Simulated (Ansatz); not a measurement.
We consider zinc-blende AlSb, described by PBE-D4 (plane waves, PAW; Ansatz, a first-principles code).

Settings: plane-wave cutoff 520 eV, 10×10×10 k mesh, Fermi–Dirac smearing 0.01 eV, scalar-relativistic PAW data made under PBE.

Properties against volume:

```
V (Å³/atom)  P (GPa)  direct gap at Γ (eV)
-----------  -------  --------------------
27.283          3.88                 2.070
27.863          2.45                 1.898
28.444          1.16                 1.733
29.024          0.00                 1.573
29.605         -1.04                 1.418
30.185         -1.97                 1.270
30.766         -2.80                 1.126
```

The fundamental gap (1.22 eV at the equilibrium volume, with added k points) lies elsewhere than Γ–Γ.

Spin–orbit coupling is not included; with these elements it can move the gap by several tenths of an eV or more.
